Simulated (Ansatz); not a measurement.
Cell and atoms are relaxed with the symmetry kept. Start:

```
Bi Te
1.0
     0.00000    3.23500    3.23500
     3.23500    0.00000    3.23500
     3.23500    3.23500    0.00000
Bi Te
1 1
Direct
  0.00000 0.00000 0.00000
  0.50000 0.50000 0.50000
```

Level of theory: DFT PBE, scalar-relativistic, plane waves, PAW in Ansatz 0.2.0.

Plane waves to 420 eV, a k mesh through Γ of 12×12×12 on the computed 2-atom cell and Gaussian smearing (0.10 eV); no spin polarisation.

Question: What does it relax to?

Answer: The volume rises by 0.51 Å³/atom to 34.37 Å³/atom, and the energy falls by 1.1 meV/atom. Final structure:
```yaml
crystal:
  lattice:
    - [0.00000, 3.25119, 3.25119]
    - [3.25119, 0.00000, 3.25119]
    - [3.25119, 3.25119, 0.00000]
  atoms:
    - { symbol: Bi, position: [0.00000, 0.00000, 0.00000] }
    - { symbol: Te, position: [0.50000, 0.50000, 0.50000] }
```

Spin–orbit coupling is left out, which can shift energies with elements as heavy as these.